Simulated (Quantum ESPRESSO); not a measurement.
## Moving the dispersion correction in WSi2

The cell as given:

```
CELL_PARAMETERS angstrom
-1.60690 1.60690 3.91495
1.60690 -1.60690 3.91495
1.60690 1.60690 -3.91495
ATOMIC_POSITIONS crystal
W 0.00000 0.00000 0.00000
Si 0.66530 0.66530 0.00000
Si 0.33470 0.33470 0.00000
```

Kept alike: task relaxation of cell and atoms; functional PBEsol; k mesh 12 × 12 × 12; occupations fermi-dirac, width 0.05 eV; no spin polarisation. Program: Quantum ESPRESSO, GBRV 1.5 PBEsol, cutoff 762 eV. The mesh is that of the run's cell of 3 atoms. No spin-orbit coupling.

```csv
dispersion correction,volume (Å³/atom)
D3(zero),13.204
D3(BJ),13.055
none,13.362
rVV10,13.233
```

The relaxations keep at least the cell's symmetry (I4/mmm). For a metal such a mesh leaves the last digits unconverged. Relaxations stop with a little pressure left, so the last digits of a volume or edge aren't settled.

Task: What does the dispersion correction change here?

Result: The volume runs from 13.055 (D3(BJ)) to 13.362 Å³/atom (none). Against no correction: D3(zero) -1.2 %; D3(BJ) -2.3 %; rVV10 -1.0 %. Dispersion terms mostly attract and so lower the volume; the schemes' coefficients and damping set how far.
